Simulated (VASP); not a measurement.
# BAs (F-43m) in VASP: a series of runs

One crystal, BAs, is run at these levels: LDA, PBEsol, HSE06, PBE; tasks: relaxation of the atoms, relaxation of cell and atoms.

All numbers are computed with VASP 6.6.1; they aren't measurements. Logs are shortened: lines on timing, memory, paths and dates and some standing lists are left out, and cuts for length are marked.

**1. The structure**

It takes space group F-43m (No. 216, cubic). The conventional cell has a = 4.777 Å, b = 4.777 Å, c = 4.777 Å, α = 90.00°, β = 90.00°, γ = 90.00°. B (site symmetry -43m) is surrounded by 4 As at 2.07 Å. As (site symmetry -43m) has 4 B at 2.07 Å as nearest neighbours.

**2. Relaxation of the atoms, LDA (a relaxed cell with its volume scaled by 1.06)**

INCAR

```
SYSTEM = BAs
ALGO = Normal ; EDIFF = 1E-7
EDIFFG = -0.01 ; ENCUT = 600
GGA = CA ; IBRION = 2
ISIF = 2 ; ISMEAR = 0
LASPH = .TRUE. ; LCHARG = .FALSE.
LREAL = .FALSE. ; LWAVE = .FALSE.
NELM = 80 ; NSW = 40
PREC = Accurate ; SIGMA = 0.03
```

KPOINTS

```
k-points
0
G
  10 10 10
  0 0 0
```

POSCAR

```
BAs                                     
1.0
    0.0000000000      2.4176505571      2.4176505571
    2.4176505571      0.0000000000      2.4176505571
    2.4176505571      2.4176505571      0.0000000000
  B               As            
     1     1
Direct
     0.0000000000000000    0.0000000000000000    0.0000000000000000
     0.2500000000000000    0.2500000000000000    0.2500000000000000
```

Potentials or basis: VASP PAW LDA potentials, release 64 (B, As).

Run with:

```
cat potpaw_LDA.64/B/POTCAR potpaw_LDA.64/As/POTCAR > POTCAR
mpirun -np 1 vasp_std > vasp.out
```

OUTCAR:

```text
SYSTEM = BAs
   EDIFF = 1E-7
   EDIFFG = -0.01
   ENCUT = 600
   GGA = CA
   IBRION = 2
   ISIF = 2
   ISMEAR = 0
   LASPH = .TRUE.
   LREAL = .FALSE.
   NELM = 80
   NSW = 40
   PREC = Accurate

 ion  position               nearest neighbor table
   1  0.000  0.000  0.000-   2 2.09   2 2.09   2 2.09   2 2.09
   2  0.250  0.250  0.250-   1 2.09   1 2.09   1 2.09   1 2.09

  LATTYP: Found a face centered cubic cell.
 ALAT       =     4.8353011142

  Lattice vectors:

 A1 = (   0.0000000000,   2.4176505571,   2.4176505571)
 A2 = (   2.4176505571,   0.0000000000,   2.4176505571)
 A3 = (   2.4176505571,   2.4176505571,   0.0000000000)

Analysis of symmetry for initial positions (statically):
=====================================================================
 Subroutine PRICEL returns:
 Original cell was already a primitive cell.

 Routine SETGRP: Setting up the symmetry group for a
 face centered cubic supercell.

 Subroutine GETGRP returns: Found 24 space group operations
 (whereof 24 operations were pure point group operations)
 out of a pool of 48 trial point group operations.

The static configuration has the point symmetry T_d .

Analysis of symmetry for dynamics (positions and initial velocities):
=====================================================================
 Subroutine PRICEL returns:
 Original cell was already a primitive cell.

 Routine SETGRP: Setting up the symmetry group for a
 face centered cubic supercell.

 Subroutine GETGRP returns: Found 24 space group operations
 (whereof 24 operations were pure point group operations)
 out of a pool of 48 trial point group operations.

The dynamic configuration has the point symmetry T_d .

 Subroutine INISYM returns: Found 24 space group operations
 (whereof 24 operations are pure point group operations),
 and found     1 'primitive' translations

----------------------------------------------------------------------------------------

                                     Primitive cell

  volume of cell :      28.2625

  direct lattice vectors                    reciprocal lattice vectors
     0.000000000  2.417650557  2.417650557    -0.206812353  0.206812353  0.206812353
     2.417650557  0.000000000  2.417650557     0.206812353 -0.206812353  0.206812353
     2.417650557  2.417650557  0.000000000     0.206812353  0.206812353 -0.206812353

  length of vectors
     3.419074207  3.419074207  3.419074207     0.358209503  0.358209503  0.358209503

  position of ions in fractional coordinates (direct lattice)
     0.000000000  0.000000000  0.000000000
     0.250000000  0.250000000  0.250000000

  ion indices of the primitive-cell ions
   primitive index   ion index
                 1           1
                 2           2

----------------------------------------------------------------------------------------

 KPOINTS: k-points

Automatic generation of k-mesh.
 Grid dimensions read from file:
 generate k-points for:   10   10   10

 Generating k-lattice:

  Cartesian coordinates                     Fractional coordinates (reciprocal lattice)
    -0.020681235  0.020681235  0.020681235     0.100000000  0.000000000  0.000000000
     0.020681235 -0.020681235  0.020681235     0.000000000  0.100000000  0.000000000
     0.020681235  0.020681235 -0.020681235     0.000000000  0.000000000  0.100000000

  Length of vectors
     0.035820950  0.035820950  0.035820950

  Shift w.r.t. Gamma in fractional coordinates (k-lattice)
     0.000000000  0.000000000  0.000000000

 Subroutine IBZKPT returns following result:
 ===========================================

 Found     47 irreducible k-points:

 Following reciprocal coordinates:
            Coordinates               Weight
  0.000000  0.000000  0.000000      1.000000
  0.100000  0.000000  0.000000      8.000000
  0.200000  0.000000  0.000000      8.000000
  0.300000  0.000000  0.000000      8.000000
  0.400000  0.000000  0.000000      8.000000
  0.500000  0.000000  0.000000      4.000000
[... 16 lines left out ...]
  0.300000  0.300000  0.000000      6.000000
  0.400000  0.300000  0.000000     24.000000
 [... further k-points ...]
   k-points           NKPTS =     47   k-points in BZ     NKDIM =     47   number of bands    NBANDS=      8
   number of dos      NEDOS =    301   number of ions     NIONS =      2
   total plane-waves  NPLWV =  21952
   dimension x,y,z NGX =    28 NGY =   28 NGZ =   28
   dimension x,y,z NGXF=    56 NGYF=   56 NGZF=   56
   ions per type =               1   1
   NGX,Y,Z   is equivalent  to a cutoff of  13.61, 13.61, 13.61 a.u.
   NGXF,Y,Z  is equivalent  to a cutoff of  27.23, 27.23, 27.23 a.u.
 SYSTEM =  BAs
   PREC   = accura    normal or accurate (medium, high low for compatibility)
   ISTART =      0    job   : 0-new  1-cont  2-samecut
   ICHARG =      2    charge: 1-file 2-atom 10-const
   ISPIN  =      1    spin polarized calculation?
   LNONCOLLINEAR =      F non collinear calculations
   LSORBIT =      F    spin-orbit coupling
   LASPH  =      T    aspherical Exc in radial PAW
   ENCUT  =  600.0 eV  44.10 Ry    6.64 a.u.   6.83  6.83  6.83*2*pi/ulx,y,z
   NELM   =     80;   NELMIN=  2; NELMDL= -5     # of ELM steps
   EDIFF  = 0.1E-06   stopping-criterion for ELM
   LREAL  =      F    real-space projection
   EDIFFG = -.1E-01   stopping-criterion for IOM
   NSW    =     40    number of steps for IOM
   IBRION =      2    ionic relax: 0-MD 1-quasi-New 2-CG
   NFREE  =      1    steps in history (QN), initial steepest desc. (CG)
   ISIF   =      2    stress and relaxation
   ISYM   =      2    0-nonsym 1-usesym 2-fastsym
   POTIM  = 0.5000    time-step for ionic-motion
   TEBEG  =    0.0;   TEEND  =   0.0 temperature during run
   PSTRESS=    0.0 pullay stress
   NELECT =       8.0000    total number of electrons
   NUPDOWN=      -1.0000    fix difference up-down
   EMIN   =  10.00;   EMAX   =-10.00  energy-range for DOS
   EFERMI =   0.00;   METHOD = LEGACY
   ISMEAR =     0;   SIGMA  =   0.03  broadening in eV -4-tet -1-fermi 0-gaus
   EFERMI_NEDOS =   21; number of points for ismear=-14 and -15
   IALGO  =     38    algorithm
   IMIX   =      4    mixing-type and parameters
     AMIX     =   0.40;   BMIX     =  1.00
     AMIX_MAG =   1.60;   BMIX_MAG =  1.00
  volume/ion in A,a.u.               =      14.13        95.36
  Fermi-wavevector in a.u.,A,eV,Ry     =   1.074900  2.031266 15.720301  1.155409
  Thomas-Fermi vector in A             =   2.210741
   LORBIT       =      0    0 simple, 1 ext, 2 COOP (PROOUT), +10 PAW based schemes
   GGA     = CA    functional components
   LHFCALC =     F    Hartree Fock is set to
   AEXX    =    0.0000 exact exchange contribution
   IVDW    =     0    specifies the selected vdW correction
   LEPSILON=     F    determine dielectric tensor
   LRPA    =     F    only Hartree local field effects (RPA)
 conjugate gradient relaxation of ions
 non-spin polarized calculation
 Gauss-broadening in eV      SIGMA  =   0.03
  energy-cutoff  :      600.00
  volume of cell :       28.26
 maximum number of plane-waves:       960
   NGX = 13   NGY = 13   NGZ = 13

 number of electron       8.0000000 magnetization

 Free energy of the ion-electron system (eV)
  ---------------------------------------------------
  ext. energy  EPLUGINS =         0.00000000
  ---------------------------------------------------
  free energy    TOTEN  =       -12.88765871 eV

  energy without entropy =      -12.88765871  energy(sigma->0) =      -12.88765871

 E-fermi :   5.9552     XC(G=0): -10.6332

 val. band max:        5.7522095853   @ k =   0.0000   0.0000   0.0000
 cond. band min:       6.9058925048   @ k =   0.4000   0.4000   0.0000
 fundamental gap:      1.1536829194
 Fermi energy:         5.9551528120

 k-point     1 :       0.0000    0.0000    0.0000
  band No.  band energies     occupation
      1      -9.2999      2.00000
      2       5.7522      2.00000
      3       5.7522      2.00000
      4       5.7522      2.00000
      5       8.9557      0.00000
      6       8.9557      0.00000
      7       8.9557      0.00000
      8       9.9863      0.00000

 k-point     2 :       0.1000    0.0000    0.0000
  band No.  band energies     occupation
      1      -9.1417      2.00000
      2       4.3846      2.00000
      3       5.4634      2.00000
      4       5.4634      2.00000
      5       9.0146      0.00000
      6       9.3360      0.00000
      7       9.3360      0.00000
      8      10.9328      0.00000

 k-point     3 :       0.2000    0.0000    0.0000
  band No.  band energies     occupation
      1      -8.6758      2.00000
      2       2.0850      2.00000
      3       4.9105      2.00000
      4       4.9105      2.00000
      5       8.7565      0.00000
      6      10.0298      0.00000
      7      10.0298      0.00000
      8      12.5778      0.00000

 k-point     4 :       0.3000    0.0000    0.0000
  band No.  band energies     occupation
      1      -7.9402      2.00000
      2      -0.1316      2.00000
      3       4.4199      2.00000
      4       4.4199      2.00000
      5       8.4770      0.00000
      6      10.4371      0.00000
      7      10.4371      0.00000
      8      13.8697      0.00000

 k-point     5 :       0.4000    0.0000    0.0000
  band No.  band energies     occupation
      1      -7.0705      2.00000
      2      -1.9305      2.00000
      3       4.1046      2.00000
      4       4.1046      2.00000
      5       8.2931      0.00000
      6      10.4843      0.00000
      7      10.4843      0.00000
      8      14.3421      0.00000

 k-point     6 :       0.5000    0.0000    0.0000
  band No.  band energies     occupation
      1      -6.5739      2.00000
      2      -2.7421      2.00000
      3       3.9972      2.00000
      4       3.9972      2.00000
      5       8.2306      0.00000
      6      10.4553      0.00000
      7      10.4553      0.00000
      8      14.3652      0.00000

 k-point     7 :       0.1000    0.1000    0.0000
  band No.  band energies     occupation
      1      -9.0888      2.00000
      2       4.7457      2.00000
      3       4.9557      2.00000
      4       4.9557      2.00000
      5       8.4514      0.00000
      6       9.9765      0.00000
      7       9.9765      0.00000
      8      10.7981      0.00000
[... 133 lines left out ...]
 k-point    20 :      -0.4000    0.2000    0.0000
  band No.  band energies     occupation
      1      -6.1757      2.00000
      2      -2.2178      2.00000
      3       1.3509      2.00000
      4       3.3407      2.00000
      5       8.7324      0.00000
      6      11.6265      0.00000
      7      12.0944      0.00000
      8      14.5062      0.00000

 k-point    21 :      -0.3000    0.2000    0.0000
  band No.  band energies     occupation
      1      -6.8645      2.00000
      2      -1.0870      2.00000
      3       1.2903      2.00000
      4       3.8711      2.00000
      5       9.1513      0.00000
      6      11.5366      0.00000
      7      11.7295      0.00000
      8      13.5701      0.00000

 k-point    22 :      -0.2000    0.2000    0.0000
  band No.  band energies     occupation
      1      -7.6878      2.00000
      2       0.4088      2.00000
      3       1.8307      2.00000
      4       4.5062      2.00000
      5       9.5126      0.00000
      6      10.7383      0.00000
      7      11.5514      0.00000
      8      12.4965      0.00000

 k-point    23 :       0.3000    0.3000    0.0000
  band No.  band energies     occupation
      1      -7.4609      2.00000
      2       0.6397      2.00000
      3       2.6865      2.00000
      4       2.6865      2.00000
      5       7.1189      0.00000
      6       9.3224      0.00000
      7      13.9013      0.00000
      8      13.9013      0.00000

 k-point    24 :       0.4000    0.3000    0.0000
  band No.  band energies     occupation
      1      -6.7701      2.00000
      2      -0.5485      2.00000
      3       1.9244      2.00000
      4       2.3995      2.00000
      5       7.4113      0.00000
      6       9.0687      0.00000
      7      14.2520      0.00000
      8      14.5026      0.00000

 [... further k-points ...]
[... 5 lines left out ...]
  --------------------------------------------------------------------------------------
  -------------------------------------------------------------------------------------
  Total       -1.3464026     -1.3464026     -1.3464026      0.0000000      0.0000000      0.0000000
  in kB      -76.3264286    -76.3264286    -76.3264286      0.0000000      0.0000000      0.0000000
  external PRESSURE =     -76.3264286 kB  Pullay stress =       0.0000000 kB

 VOLUME and BASIS-vectors are now :
 -----------------------------------------------------------------------------
  energy-cutoff  :      600.00
  volume of cell :       28.26
      direct lattice vectors                 reciprocal lattice vectors
     0.000000000  2.417650557  2.417650557    -0.206812353  0.206812353  0.206812353
     2.417650557  0.000000000  2.417650557     0.206812353 -0.206812353  0.206812353
     2.417650557  2.417650557  0.000000000     0.206812353  0.206812353 -0.206812353

 POSITION                                       TOTAL-FORCE (eV/Angst)
 -----------------------------------------------------------------------------------
      0.00000      0.00000      0.00000        -0.000000     -0.000000     -0.000000
      1.20883      1.20883      1.20883         0.000000      0.000000      0.000000
 -----------------------------------------------------------------------------------
    total drift:                               -0.000000     -0.000000     -0.000000

  FREE ENERGIE OF THE ION-ELECTRON SYSTEM (eV)
  ---------------------------------------------------
  free  energy   TOTEN  =       -12.8876587098 eV

  energy  without entropy=      -12.8876587098  energy(sigma->0) =      -12.88765871

 reached required accuracy - stopping structural energy minimisation
```

Wall time 6 s (1 thread of Intel Xeon 6975P-C (Granite Rapids), shared host); peak memory 0.14 GiB.

Results:

| Property | Result |
| --- | --- |
| Free energy | -12.8877 eV |
| Pressure after relaxing | -7.6 GPa |
| Band gap on the k mesh | 1.15 eV, indirect (least direct gap 3.20 eV) |

Final structure:
```
B As
1.0
     0.00000    2.41765    2.41765
     2.41765    0.00000    2.41765
     2.41765    2.41765    0.00000
B As
1 1
Direct
  0.00000 0.00000 0.00000
  0.25000 0.25000 0.25000
```

Levels at points of the mesh, in eV from the valence-band top:
```tsv
k point	band 1	band 2	band 3	band 4	band 5	band 6	band 7	band 8
(0.00, 0.00, 0.00)	-15.05	0.00	0.00	0.00	3.20	3.20	3.20	4.23
(0.50, 0.00, 0.00)	-12.33	-8.49	-1.76	-1.76	2.48	4.70	4.70	8.61
(0.50, 0.50, 0.00)	-11.10	-8.23	-3.93	-3.93	1.37	1.45	10.89	10.89
```

Caveat: the relaxation stopped at its first step, so nothing moved. A k mesh can miss the band edges.

**3. Relaxation of cell and atoms, PBEsol**

INCAR

```
PREC = Accurate
ENCUT = 600
EDIFF = 1E-6
ISMEAR = 0
SIGMA = 0.03
LREAL = False
LASPH = True
NELM = 80
ALGO = Normal
ISIF = 3
LWAVE = False
LCHARG = False
GGA = PS
IBRION = 2
NSW = 90
EDIFFG = -0.01
KPAR = 4
```

KPOINTS

```
regular mesh
0
Gamma
  10 10 10
```

POSCAR

```
BAs
1.0
    0.0000000000      2.3885000000      2.3885000000
    2.3885000000      0.0000000000      2.3885000000
    2.3885000000      2.3885000000      0.0000000000
B As
1 1
Direct
    0.0000000000      0.0000000000      0.0000000000
    0.2500000000      0.2500000000      0.2500000000
```

Potentials or basis: VASP PAW PBE potentials, release 64 (B, As).

Run with:

```
cat potpaw_PBE.64/B/POTCAR potpaw_PBE.64/As/POTCAR > POTCAR
mpirun -np 4 vasp_std > vasp.out
```

Wall time 3.4 s (4 MPI ranks of Intel Xeon 6975P-C (Granite Rapids), shared host); peak memory 0.15 GiB.

The run converged. Its results:

```
Free energy             : -12.2048 eV
Pressure after relaxing : 0.1 GPa
Band gap on the k mesh  : 1.08 eV, indirect (least direct gap 3.24 eV)
```

Final structure:
```
CELL_PARAMETERS angstrom
0.00000 2.38850 2.38850
2.38850 0.00000 2.38850
2.38850 2.38850 0.00000
ATOMIC_POSITIONS crystal
B 0.00000 0.00000 0.00000
As 0.25000 0.25000 0.25000
```

Levels at points of the mesh, in eV from the valence-band top:
```csv
k point,band 1,band 2,band 3,band 4,band 5,band 6,band 7,band 8
"(0.00, 0.00, 0.00)",-15.44,0.00,0.00,0.00,3.24,3.24,3.24,4.68
"(0.50, 0.00, 0.00)",-12.55,-8.83,-1.83,-1.83,2.65,4.73,4.73,8.71
"(0.50, 0.50, 0.00)",-11.24,-8.53,-4.11,-4.11,1.31,1.34,11.34,11.34
```

Caveat: the relaxation stopped at its first step, so nothing moved; the PAW data sets were made with another functional, which shifts forces and pressure a little. A k mesh can miss the band edges.

(Continued in part 2 of 2.)
